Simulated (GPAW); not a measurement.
# P in GPAW: equation of state

How stiff is P in PBEsol, and what volume does it want? The cell is scaled to several volumes.

Everything below comes from runs of GPAW 26.7.0. Logs are shortened: lines on timing, memory, paths and dates and some standing lists are left out, and cuts for length are marked. The log counts tension as positive stress, the text compression.

### 1 Starting point

The cell holds a slab with vacuum, 4 atoms: a = 3.284 Å, b = 34.857 Å, c = 4.632 Å, α = 90.00°, β = 90.00°, γ = 90.00°.

### 2 Equation of state, PBEsol

The input, run.py:

```python
from ase import Atoms
from ase.eos import EquationOfState
from ase.io import Trajectory
from ase.units import GPa
from ase.parallel import parprint
from gpaw import GPAW, PW, setup_paths

setup_paths.insert(0, '.')

atoms = Atoms(['P', 'P', 'P', 'P'],
              cell=[[3.28372772, 0.0, 0.0],
                    [0.0, 34.85703099, 0.0],
                    [0.0, 0.0, 4.63208471]],
              scaled_positions=[[0.5, 0.97026143, 0.90784928],
                                [0.5, 0.02973857, 0.09215072],
                                [0.0, 0.02973857, 0.40784928],
                                [0.0, 0.97026143, 0.59215072]],
              pbc=True)

traj = Trajectory('eos.traj', 'w')
volumes, energies = [], []
for x in [0.94, 0.96, 0.98, 1.0, 1.02, 1.04, 1.06]:
    a = atoms.copy()
    a.set_cell(atoms.cell * x**(1 / 3), scale_atoms=True)
    calc = GPAW(mode=PW(600),
                xc='PBEsol',
                kpts={'size': (8, 1, 6), 'gamma': True},
                occupations={'name': 'fermi-dirac', 'width': 0.05},
                nbands=21,
                convergence={'density': 1e-05, 'energy': 1e-05},
                maxiter=150,
                txt=f'eos-{x:.2f}.txt')
    a.calc = calc
    energies.append(a.get_potential_energy(force_consistent=True))
    volumes.append(a.get_volume())
    p = -a.get_stress()[:3].mean() / GPa
    calc.write(f'eos-{x:.2f}.gpw')
    traj.write(a)
    parprint(f'{x:.2f} {volumes[-1]:10.4f} A^3 {energies[-1]:14.6f} eV {p:9.3f} GPa', flush=True)

v0, e0, B = EquationOfState(volumes, energies, eos='birchmurnaghan').fit()
parprint(f'V0 = {v0:.4f} A^3, E0 = {e0:.6f} eV, B0 = {B / GPa:.2f} GPa')
```

Potentials or basis: PAW data sets generated in the run's folder for this functional, pw.

On the command line:

```
gpaw-setup -f PBEsol P
OMP_NUM_THREADS=1 mpirun -n 4 gpaw python run.py
```

Output:

```text
__  _  _
 | _ |_)|_||  |
 |__||  | ||/\| - 26.7.0

Input parameters:
  mode=PW(ecut=600.0),
  convergence={'density': 1e-05, 'energy': 1e-05},
  kpts=MonkhorstPack(size=(8, 1, 6), gamma=True),
  maxiter=150,
  nbands=21,
  occupations=Occupations(name='fermi-dirac', width=0.05),
  xc=XC(name='PBEsol')

Diagonalizing LCAO Hamiltonian
Converting LCAO to pw mode
                      .-------.
                     /|  P    |
                    / |       |
                   / P|       |
                  /   |       |
                 /    |       |
                /     .-------.
               /     /       /
              /     /       /
             /     /       /
            /     /       /
           /     /       /
          /     /       /
         /     /       /
        /     /       /
       /     /       /
      /     /       /
     /     /       /
    /     /       /
   /     /       /
  /     /       /
 *     /       /
 |    /       /
 |   /       /
 |P /       /
 | /       /
 |/   P   /
 *-------*

Atoms  # Å, Bohr magnetons
|   | symbol |        x |         y |        z |    initial magnetic moments |
|---|--------|----------|-----------|----------|-----------------------------|
| 0 |      P | 1.619674 | 33.363344 | 4.148400 | ( 0.0000,  0.0000,  0.0000) |
| 1 |      P | 1.619674 |  1.022588 | 0.421081 | ( 0.0000,  0.0000,  0.0000) |
| 2 |      P | 0.000000 |  1.022588 | 1.863660 | ( 0.0000,  0.0000,  0.0000) |
| 3 |      P | 0.000000 | 33.363344 | 2.705822 | ( 0.0000,  0.0000,  0.0000) |

Unit cell  # Å
| periodic |        x |         y |        z |   lengths |    angles |
|----------|----------|-----------|----------|-----------|-----------|
|      yes | 3.239348 |  0.000000 | 0.000000 |  3.239348 | 90.000000 |
|      yes | 0.000000 | 34.385932 | 0.000000 | 34.385932 | 90.000000 |
|      yes | 0.000000 |  0.000000 | 4.569481 |  4.569481 | 90.000000 |

Number of symmetries: 4
Symmetry operations  # r_c * U_cc + t_c -> r_c
|   | kind |            matrix            |
|---|------|------------------------------|
| 0 |  E   |  1, 0, 0,  0, 1, 0,  0, 0, 1 |
| 1 |  C2  |  1, 0, 0,  0,-1, 0,  0, 0,-1 |
| 2 |  σ   | -1, 0, 0,  0, 1, 0,  0, 0, 1 |
| 3 |  i   | -1, 0, 0,  0,-1, 0,  0, 0,-1 |

BZ-sampling:
  Number of BZ points: 48
  Number of IBZ points: 20

  Monkhorst-Pack size: [8, 1, 6]
  Monkhorst-Pack shift: [0.0625, 0.0, 0.08333333333333333]

K-points  # in reciprocal-cell coordinates
|     |                                coordinates |     weight |
|-----|--------------------------------------------|------------|
|   0 | (  0.00000000,   0.00000000,   0.00000000) | 0.02083333 |
|   1 | (  0.00000000,   0.00000000,   0.16666667) | 0.04166667 |
|   2 | (  0.00000000,   0.00000000,   0.33333333) | 0.04166667 |
|   3 | (  0.00000000,   0.00000000,   0.50000000) | 0.02083333 |
|   4 | (  0.12500000,   0.00000000,   0.00000000) | 0.04166667 |
|   5 | (  0.12500000,   0.00000000,   0.16666667) | 0.08333333 |
|   6 | (  0.12500000,   0.00000000,   0.33333333) | 0.08333333 |
|   7 | (  0.12500000,   0.00000000,   0.50000000) | 0.04166667 |
|   8 | (  0.25000000,   0.00000000,   0.00000000) | 0.04166667 |
|   9 | (  0.25000000,   0.00000000,   0.16666667) | 0.08333333 |
| ... |                                            |            |
|  19 | (  0.50000000,   0.00000000,   0.50000000) | 0.02083333 |

Plane wave coefficients: 17076
Cutoff: 600.0 eV

Spin-components: 1 (collinear spins)
Bands:           21
Projectors:      20
Spin-degeneracy: 2
Datatype:        complex128

Parallelization:
  kpt:    4
  domain: 1
  band:   1

Density:
  Valence electrons: 20.0
  Components: 1
  Grid points: [ 20 196  27]
  Charge: 0.0  # |e|

Potential:
  Grid points: [ 20 196  27]

species:
  P:
    name:    Phosphorus
    Z:       15.0
    valence: 5
    core:    10
    charge:  0.0  # [|e|]
    compensation charges:
      type: gauss
      rc: 0.30  # [Å]
      lmax: 2
    cutoffs:
      filter: 1.69  # [Å]
      core: 1.81  # [Å]
    projectors
    | kind |    occ | energy [eV] | rcut [Å] |
    |------|--------|-------------|----------|
    |   3s |  2.000 |     -13.916 |    0.953 |
    |   3p |  3.000 |      -5.479 |    0.953 |
    |    s |        |      13.296 |    0.953 |
    |    p |        |      21.732 |    0.953 |
    |    d |        |       0.000 |    0.953 |

    Using partial waves for P as LCAO basis

Reference energy: -37147.566971  # eV

eigensolver:
  PPCG
  Converge bands: occupied
  niter=2

density mixing:
  MSR1-Mixer
  Pratt-step length: 0.05
  Maximum mixing coefficient: 0.75
  Old densities: 10
  SVD Regularization: 0.005
  Good broyden scale: 1.0
  Trust region scale: 1.0
  Backstep threshold: 4.0
  History deletion threshold: 6.0
  Fourier metric: weight=20.0, sigma=0.015

occupation numbers:
  Fermi-Dirac:
    width: 0.0500  # eV

poisson solver:
  ecut: 4800.0  # eV

xc functional:
  name: PBEsol with 2 nearest neighbor stencil

convergence criteria:
- Maximum integral of absolute [dens]ity change: 1e-05 electrons / valence electron
- Maximum [total energy] change in last 3 cyles: 1e-05 eV / valence electron
- Maximum integral of absolute [eigenst]ate change: 4e-08 eV^2 / valence electron
maximum number of iterations: 150

SCF iterations
|iter     | |      energy | eigst |  dens |
|---------|-|-------------|-------|-------|
|iter:   1| |  -22.760249 | +0.25 |       |
|iter:   2| |  -22.804746 | -1.32 | -0.99 |
|iter:   3| |  -22.645402 | -2.14 | -1.02 |
|iter:   4| |  -22.627772 | -2.56 | -1.46 |
|iter:   5| |  -22.624133 | -3.30 | -1.96 |
|iter:   6| |  -22.623893 | -4.17 | -2.31 |
|iter:   7| |  -22.623926 | -4.93 | -2.88 |
|iter:   8| |  -22.623928c| -5.75 | -3.64 |
|iter:   9| |  -22.623928c| -6.29 | -4.20 |
|iter:  10| |  -22.623928c| -6.89 | -4.73 |
|iter:  11| |  -22.623928c| -7.36 | -5.20c|
|iter:  12| |  -22.623928c| -7.78c| -5.77c|

Converged in 12 steps
Energy contributions relative to reference atoms: (reference = -37147.566971)

Energy contributions:
  Kinetic:          30.634699
  Coulomb:         -28.281371
  Zero:             -0.106471
  External:          0.000000
  Xc:              -24.870779
  Entropy:          -0.000014
  Spinorbit:         0.000000
  ----------------------------
  Free energy:     -22.623935
  Extrapolated:    -22.623928

dipole moment: (-17.550155, 0.000049, 0.000007)  # |e|*Ang

Fermi level: -2.905
Eigenvalues  # (at kpt = [0.000, 0.000, 0.000])
| band index |      eig [eV] | occ [0-2] |
|------------|---------------|-----------|
|          0 |       -18.888 |     2.000 |
|        ... |               |           |
|          2 |       -12.772 |     2.000 |
|          3 |        -9.401 |     2.000 |
|          4 |        -8.224 |     2.000 |
|          5 |        -7.905 |     2.000 |
|          6 |        -6.957 |     2.000 |
|          7 |        -5.287 |     2.000 |
[... 8 lines left out ...]
|         16 |         1.624 |     0.000 |
|         17 |         1.769 |     0.000 |
|        ... |               |           |
|         20 |         2.948 |     0.000 |

Gap: 0.852 eV
Transition (v -> c):
  (s=0, k=4, n=9, [0.12, 0.00, 0.00]) -> (s=0, k=0, n=10, [0.00, 0.00, 0.00])
Direct/indirect transitions are different
Direct gap: 0.861 eV
Transition at: (s=0, k=0, n=9, [0.00, 0.00, 0.00])

Stress tensor  # eV/Ang^3
|         x |         y |         z |
|-----------|-----------|-----------|
| -0.003716 |  0.000000 |  0.000000 |
|  0.000000 | -0.003043 |  0.000000 |
|  0.000000 |  0.000000 | -0.003336 |

# Writing to eos-0.96.gpw (mode='')
```

Wall time 4.9 min (4 MPI ranks of Arm Neoverse V1, shared host); peak memory 0.89 GiB.

What came out:

```yaml
Equilibrium_volume: 132.82 Å³/atom
Bulk_modulus_at_fixed_shape_and_positions: 11.5 GPa
Pressure_derivative_of_the_bulk_modulus: 4.4
```

Energy against volume, from the lowest point:
```csv
volume (Å³/atom),energy (meV/atom)
124.595,20.54
127.246,9.07
129.897,2.39
132.548,0.00
135.199,1.47
137.850,6.39
140.501,14.43
```

Caveat: the cell was scaled at fixed shape and fractional positions, which overstates the stiffness of a crystal with free parameters, most of all of layers and chains.
